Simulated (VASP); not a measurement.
Here is a VASP 6.6.1 calculation.

INCAR

```
ALGO = Normal
EDIFF = 1E-7
ENCUT = 500
ISIF = 2
ISMEAR = -5
IVDW = 12
LASPH = T
LCHARG = F
LDAU = T
LDAUJ = 0
LDAUL = 2
LDAUPRINT = 1
LDAUTYPE = 2
LDAUU = 7
LMAXMIX = 4
LMIXTAU = T
LORBIT = 11
LREAL = F
LWAVE = F
METAGGA = R2SCAN
NBANDS = 11
NEDOS = 2001
NELM = 60
PREC = Accurate
SIGMA = 0.05
VDW_A1 = 0.49484001
VDW_A2 = 5.73083694
VDW_S6 = 1.0
VDW_S8 = 0.78981345
```

KPOINTS

```
k-points
0
Gamma
  12 12 12
```

File POSCAR:

```
Pd
1.0
    0.0174240000      1.9719200000      1.9501110000
    1.9596270000      0.0374070000      1.9301280000
    1.9759120000      1.9682230000      0.0211220000
Pd
1
Cartesian
    0.0451365319      0.0122046343      0.0948315870
```

Potentials or basis: VASP PAW PBE potentials, release 64 (Pd).

Command:

```console
$ cat potpaw_PBE.64/Pd/POTCAR > POTCAR
$ mpirun -np 1 vasp_std > vasp.out
```

(1) Estimate the band gap on the k mesh.

(2) What does it give for the pressure?

(3) Estimate the dispersion energy per atom.

## Answers

(1) none (metal or under the smearing width).

(2) -17.6 GPa.

(3) -0.316 eV.

Caveat: the PAW data sets were made with another functional, which shifts forces and pressure a little; U without spin polarisation on a metal has little footing; pairwise dispersion overbinds metals, which lowers pressure and volume; the U is typed as a test and isn't derived for this compound; tetrahedron occupations give inexact forces and stress in metals.
